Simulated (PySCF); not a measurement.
C5H6: calculation against experiment

**What was measured.**

NIST CCCBDB Release 22 (SRD 101), experimental dipoles lists, for the gas: dipole moment (microwave Stark effect) 0.419 D.

How close the calculation comes is told at the end.

Species: C5H6.
Numbering: `[CH:1]1=[CH:2][CH2:3][CH:4]=[CH:5]1` (hydrogens: H6 on C1; H7 on C2; H8, H9 on C3; H10 on C4; H11 on C5)

Cartesian coordinates in Å at the PBE0-D3(BJ)/def2-SVP level; atoms count from 1:
```
atom  x, y, z in Å
C1    -1.112    0.750   -0.189
C2     0.174    1.160   -0.141
C3     1.055   -0.022    0.109
C4     0.093   -1.164    0.197
C5    -1.162   -0.698    0.022
H6    -1.985    1.384   -0.356
H7     0.537    2.182   -0.262
H8     1.648    0.093    1.036
H9     1.796   -0.165   -0.699
H10    0.385   -2.199    0.376
H11   -2.077   -1.292    0.033
```

Runs made with PySCF (gas phase, on this PBE0-D3(BJ)/def2-SVP geometry; no spin–orbit coupling):

```json
{"level": "PBE0-D3(BJ)/def2-SVP, grid level 1", "job": "geometry optimisation from a GFN2-xTB start", "basis functions": "100", "wall time": "6.6 s"}
```

Hardware: one thread, Arm Neoverse V1 (aarch64), shared host.

## Comparison

**Dipole moment.** Measured: 0.419 D (NIST CCCBDB Release 22 (SRD 101), experimental dipoles).

```
               level  computed (D)  computed − measured (D)  % (from the printed values)
PBE0-D3(BJ)/def2-SVP         0.551                   +0.132                          +32
```

The computed dipoles belong to one fixed geometry; measured ones are averaged over vibrations unless marked μe. Magnitudes are compared, not signs.

The geometry is computed, not the measured one. Where a level misses, the cause wasn't examined.
